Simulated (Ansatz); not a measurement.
CuI (Marshite) under changes of volume

One of the cells (27.859 Å³/atom); the others are scaled copies at fixed shape and fractional positions:

```xyz
2
Lattice="0.0000 3.0315 3.0315 3.0315 0.0000 3.0315 3.0315 3.0315 0.0000" Properties=species:S:1:pos:R:3 pbc="T T T"
I     0.0000    0.0000    0.0000
Cu    4.5473    4.5473    4.5473
```

```yaml
Program: Ansatz 0.2.0
Functional: RPBE
Potentials_or_basis: Ansatz PAW
Cutoff: "420 eV (not typed: the program's choice for these potentials)"
k_mesh: 8 × 8 × 8
Occupations: fermi-dirac, width 0.05 eV
Spin: no spin polarisation
```

```tsv
volume (Å³/atom)	energy over the lowest point (meV/atom)	pressure (GPa)	gap on the mesh (eV)
26.188	52.48	5.5	1.43
26.745	35.56	4.3	1.37
27.302	?	?	?
27.859	12.66	2.4	1.26
28.417	5.89	1.6	1.21
28.974	1.77	0.8	1.16
29.531	0.00	0.2	1.12
```

What does the run at 27.302 Å³/atom give?

Energy over the lowest point 22.43 meV/atom; pressure 3.3 GPa; gap on the mesh 1.31 eV.

Worked out: A Birch-Murnaghan fit of order 3 (a polynomial in V^(-2/3)) to the other rows has its minimum at 29.72 Å³/atom, just outside them, with B0 = V·E''(V) = 31 GPa and B' = 5.4. It gives 22.43 meV/atom at 27.302 Å³/atom, against the run's 22.43, and -dE/dV = 3.3 GPa, against 3.3. A straight line through the other rows of the gap, of slope -2.6 eV per unit of ln V (its deformation potential), gives 1.32 eV, against the run's 1.31.

Energies are extrapolated to zero smearing.

Caveats: spin-orbit coupling is left out, which moves the levels of the heavy elements; the PAW data sets come from PBE, with cores solved anew for the run's functional, which leaves a small shift of forces and pressure.
